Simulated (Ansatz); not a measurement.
# BaO: the cost of one run

Program: Ansatz 0.2.0. Level of theory: DFT PBEsol, all-electron LAPW, scalar-relativistic unless said. These are calculated values, not measurements.

### 1 Starting point

Symmetry: Fm-3m, No. 225, cubic system. The conventional cell has a = 5.490 Å, b = 5.490 Å, c = 5.490 Å, α = 90.00°, β = 90.00°, γ = 90.00°. Ba (site symmetry m-3m) has 6 O at 2.75 Å as nearest neighbours. O (site symmetry m-3m) is surrounded by 6 Ba at 2.75 Å.

As a file:

```
CELL_PARAMETERS angstrom
2.74519 2.74519 0.00000
-2.74519 2.74519 0.00000
0.00000 2.74519 2.74519
ATOMIC_POSITIONS crystal
Ba 0.00000 0.00000 0.00000
O 0.50000 0.50000 0.00000
```

Cartesian axes are those of the input's lattice vectors. The structure goes back to a database entry.

### 2 Reference run, fine mesh, LAPW

Contents of input.yaml:

```yaml
crystal:
  lattice:
    - [2.74518602459, 2.74518602459, 0.0]
    - [-2.74518602459, 2.74518602459, 0.0]
    - [0.0, 2.74518602459, 2.74518602459]
  atoms:
    - { symbol: Ba, position: [0.0, 0.0, 0.0] }
    - { symbol: O, position: [0.5, 0.5, 0.0] }
kpoints:
  mp_grid: { grid: [8, 8, 8] }
scf:
  occupations: { method: fixed }
hamiltonian:
  xc: pbesol
  pseudopotentials: { kind: all_electron, lapw: { basis_error: 0.001 } }
magnetization:
  noncollinear: true
  spin_orbit: true
output:
  forces: true
  stress: true
  eigenvalues: true
  eigenstates:
    nscf_kmesh: { grid: [12, 12, 12] }
    de_dk: true
    e_range: [-9, 11.83939074308]
checkpoint:
  write: ck
  write_wavefunctions: false
```

Started as:

```console
ansatz run input.yaml --threads 1 --pin off --max-ram 3072MiB --backend cpu --events-out ev --progress --plain --runs-dir out
```

Q: Estimate wall time and peak memory on 1 thread of Arm Neoverse V2, shared host.

About 88 s, with a peak of 0.39 GiB.
